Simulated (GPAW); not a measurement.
Crystal: KBr.

```
Br K
1.0
     4.04350    0.00000    0.00000
     0.00000    4.04350    0.00000
     0.00000    0.00000    4.04350
Br K
1 1
Direct
  0.50000 0.50000 0.50000
  0.00000 0.00000 0.00000
```

Measurements of this composition are mostly on another form, of space group No. 225.

```yaml
Program: GPAW 26.7.0
Task: single point
Functional: PBE
Potentials_or_basis: GPAW PAW data sets (gpaw-data 1.2.1)
Cutoff: 600 eV
Basis: pw
k_mesh: 7 × 7 × 7
Occupations: fermi-dirac, width 0.05 eV
Spin: no spin polarisation
```

On this cell: pressure -0.1 GPa; largest force zero by symmetry; band gap on the k mesh 3.89 eV, indirect (least direct gap 4.13 eV).

The same run follows on a disturbed copy (atoms moved at random, drawn with an rms of 0.05 Å):

```
Br K
1.0
     4.04350    0.00000    0.00000
     0.00000    4.04350    0.00000
     0.00000    0.00000    4.04350
Br K
1 1
Direct
  0.50038 0.49474 0.50228
  0.99884 0.99978 0.97651
```

Task: What does the disturbed cell give?

Result: The energy moves by +1.5 meV/atom; pressure 0.0 GPa; largest force 0.058 eV/Å; band gap on the k mesh 3.90 eV, indirect (least direct gap 4.13 eV).

Forces in eV/Å, atoms in the order of the input:
```
Br  -0.004  0.012 -0.057
K    0.004 -0.012  0.057
```

Caveats: an odd mesh through Γ misses points on the zone boundary, where band edges often lie.
